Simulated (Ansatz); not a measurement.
ScAlN₂ as one 4-atom ordering (P4/mmm) on the rocksalt lattice at its r2SCAN geometry, run in the PAW code Ansatz at 3 levels of theory. The cell comes from a prototype generator: it can be a known phase or a hypothetical one. Spin polarisation is off.

The r2SCAN input:
```yaml
crystal:
  lattice:
    - [3.0446085438, 0.0, 0.0]
    - [0.0, 3.0446085438, 0.0]
    - [0.0, 0.0, 4.3189807876]
  atoms:
    - { symbol: Sc, position: [0.0, 0.0, 0.0] }
    - { symbol: "N", position: [0.0, 0.0, 0.5] }
    - { symbol: Al, position: [0.5, 0.5, 0.5] }
    - { symbol: "N", position: [0.5, 0.5, 0.0] }
kpoints:
  mp_grid: { grid: [8, 8, 6] }
  band_path:
    path:
      - [0.0, 0.0, 0.0]
      - [0.0, 0.5, 0.0]
      - [0.5, 0.5, 0.0]
      - [0.0, 0.0, 0.5]
      - [0.0, 0.5, 0.5]
      - [0.5, 0.5, 0.5]
    npoints: 1
hamiltonian:
  xc: r2scan
scf:
  occupations: { method: fixed }
  n_extra_bands: 5
output:
  forces: true
  stress: true
  eigenvalues: true
```

Main results, then, where recorded, the levels near the gap in eV from the Fermi energy (columns number the bands from 0), one row a point of the path (Γ, X, M, Z, R, A):
```
Crystal: 4 atoms, lattice volume = 40.035 Å³
Symmetry: 16 space group operations
Space group: P4/mmm (ITA 123)
```
```
Basis set: ecut = 500 eV, 1023 PW (Γ)
k-points: 60 of 384
SCF converged after 8 iterations
Free energy (F): -3457.094270 eV
Fermi energy:    11.824467 eV
--- Stress (GPa, compression-positive) ---
        0.028932       0.000000       0.000000
        0.000000       0.028932       0.000000
        0.000000       0.000000      -0.043978
  P = ⅓ Tr σ = 0.0046 GPa (0.046 kbar)
```
```tsv
band_9	band_10	band_11	band_12	band_13	band_14
-0.043	0.000	0.000	1.128	3.071	4.388
-2.955	-1.704	-1.307	4.964	5.239	5.787
-1.272	-1.272	-0.804	1.693	1.693	2.897
-2.251	-0.500	-0.500	1.398	5.137	5.788
-2.914	-1.665	-1.506	5.492	5.746	5.996
-2.904	-2.277	-2.277	4.446	4.446	6.415
```

With r2SCAN the gap is 1.13 eV and direct, at Γ.

**Question.** Another run on the same cell gave
```
Basis set: ecut = 420 eV, 775 PW (Γ)
k-points: 30 of 144
hybrid outer 1: dexx = +1.702e-2 eV, tail = 3.67e-5 eV
hybrid outer 2: dexx = +2.400e-6 eV, tail = 3.90e-8 eV, Δε = 3.34e-3 eV
hybrid SCF converged: 2 outer / 12 inner (+4 warm-up)
Free energy (F): -3447.553178 eV
Fermi energy:    11.299762 eV
--- Stress (GPa, compression-positive) ---
       -1.406813       0.000000       0.000000
        0.000000      -1.406813       0.000000
        0.000000       0.000000      -1.870987
  P = ⅓ Tr σ = -1.5615 GPa (-15.615 kbar)
```
```tsv
band_9	band_10	band_11	band_12	band_13	band_14
-0.069	0.000	0.000	1.838	3.636	5.514
-3.165	-1.977	-1.290	6.199	6.383	6.985
-1.446	-1.446	-0.990	2.436	2.436	3.381
-2.306	-0.573	-0.573	2.163	6.161	6.733
-3.123	-1.664	-1.474	6.044	6.886	6.998
-3.194	-2.601	-2.601	5.553	5.553	7.070
```
Which level of theory and mesh gave it?

**Answer.** It is HSE06, judged by the exchange loop and the size of the gap (a near hybrid could fit too), on 6×6×4; the blocks that differ from the first input, but for the band path:
```yaml
kpoints:
  mp_grid: { grid: [6, 6, 4] }
hamiltonian:
  xc: hse06
```
The HSE06 gap is direct at Γ: 1.84 eV. At this geometry HSE06 finds -1.6 GPa, compression counted positive: its own equilibrium volume is smaller. The stress of a hybrid is loosely converged here.

PBE0. Against the first input these blocks differ (the band path and keys that only write files left aside):
```yaml
kpoints:
  mp_grid: { grid: [6, 6, 4] }
hamiltonian:
  xc: pbe0
```

```
Basis set: ecut = 420 eV, 775 PW (Γ)
k-points: 30 of 144
hybrid outer 1: dexx = +2.386e-2 eV, tail = 7.46e-5 eV
hybrid outer 2: dexx = +5.297e-6 eV, tail = 3.16e-8 eV, Δε = 6.15e-3 eV
hybrid SCF converged: 2 outer / 13 inner (+4 warm-up)
Free energy (F): -3448.090684 eV
Fermi energy:    10.947334 eV
--- Stress (GPa, compression-positive) ---
       -1.393226       0.000000       0.000000
        0.000000      -1.393226       0.000000
        0.000000       0.000000      -1.865176
  P = ⅓ Tr σ = -1.5505 GPa (-15.505 kbar)
```
```tsv
band_9	band_10	band_11	band_12	band_13	band_14
-0.078	0.000	0.000	2.529	4.332	6.243
-3.219	-2.020	-1.312	6.938	7.129	7.726
-1.470	-1.470	-1.013	3.137	3.137	4.093
-2.341	-0.580	-0.580	2.858	6.877	7.469
-3.176	-1.690	-1.497	6.755	7.601	7.742
-3.249	-2.649	-2.649	6.295	6.295	7.817
```

PBE0 gives a direct gap of 2.53 eV at Γ. With the atoms held, the mean pressure is -1.6 GPa (compression positive). (The program warns that its thresholds are loose for a hybrid's stress.)

Small level splittings and stresses of the hybrids carry the error of their coarser meshes.

Totals of different functionals can't be compared.

The meshes of the hybrids are coarse, so their gaps aren't converged to the digits shown.
